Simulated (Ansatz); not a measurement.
Runs of Ansatz 0.2.0 on ZrC. It takes space group Fm-3m (No. 225, cubic). Conventional cell: a = 4.730 Å, b = 4.730 Å, c = 4.730 Å, α = 90.00°, β = 90.00°, γ = 90.00°. Around Zr (site symmetry m-3m) lie 6 C at 2.37 Å. C (site symmetry m-3m) is surrounded by 6 Zr at 2.37 Å. 

```tsv
task	level	spin	cell	k mesh	points for each segment of the path	gap on the mesh (eV)	pressure (GPa)
band structure	revPBE	off	as given	10 × 10 × 10	14	none	(a)
band structure	PBEsol	off	as given	10 × 10 × 10	14	none	-8.5
band structure	RPBE	off	as given	10 × 10 × 10	14	none	0.3
band structure	PBEsol	SOC, no magnetisation	as given	7 × 7 × 7	14	none	-8.5
relaxation of cell and atoms	RPBE	off	relaxed	10 × 10 × 10	-	-	0.0
```

Alike in all rows: potentials or basis Ansatz PAW; cutoff (eV) 420; smearing fermi-dirac 0.05 eV.

**Question.** Estimate the missing entries.

**Answer.** (a) -0.5.

Caveats: the PAW data sets come from PBE, with cores solved anew for the run's functional, which leaves a small shift of forces and pressure; the plane-wave basis is chosen anew once the cell has moved, so the energies of steps on either side of that aren't comparable (some runs).

A k mesh can miss the band edges, and rows without SOC leave out spin-orbit coupling on Zr.

A gap of «none» marks a metal or a gap under the smearing width.

Runs at the PBE level aren't shown here.
